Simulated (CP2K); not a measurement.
WS2, a slab with vacuum:

```
W S
1.0
     3.18352    0.00000    0.00000
    -1.59176    2.75701    0.00000
     0.00000    0.00000   16.95058
W S
1 2
Direct
  0.00000 0.00000 0.00000
  0.33333 0.66667 0.09200
  0.33333 0.66667 0.90800
```

| Property | Result |
| --- | --- |
| Program | CP2K 2026.2 |
| Task | single point |
| Functional | PBE |
| Potentials or basis | POTENTIAL_UZH W GTH-PBE-q14, S GTH-PBE-q6; TZVP-MOLOPT-PBE-GTH basis |
| Density cutoff | 6123 eV |
| k mesh | 10 × 10 × 2 |
| Occupations | fermi-dirac, width 0.05 eV |
| Spin | no spin polarisation |

On this cell: largest force 0.213 eV/Å; band gap on the k mesh 1.99 eV, indirect (least direct gap 2.17 eV).

The same run follows on a disturbed copy (atoms moved at random, drawn with an rms of 0.05 Å):

```
CELL_PARAMETERS angstrom
3.18352 0.00000 0.00000
-1.59176 2.75701 0.00000
0.00000 0.00000 16.95058
ATOMIC_POSITIONS crystal
W 0.99775 0.00096 0.99765
S 0.33985 0.65947 0.09287
S 0.33153 0.65848 0.90878
```

**Question.** What does the disturbed cell give?

**Answer.** The energy moves by +20.9 meV/atom; largest force 1.912 eV/Å; band gap on the k mesh 1.91 eV, indirect (least direct gap 2.15 eV).

Forces on the atoms (eV/Å):
```
W    0.575 -0.515  1.749
S   -0.374  0.207 -0.608
S   -0.201  0.308 -1.141
```

Stress tensor (GPa, compression positive):
```
 0.17  0.18 -0.32
 0.18  0.55 -0.14
-0.32 -0.14  0.79
```

Caveats: spin-orbit coupling is left out, which moves the levels of the heavy elements; the basis of atomic orbitals isn't converged, which shifts pressures, moduli and gaps.

A k mesh can miss the band edges.
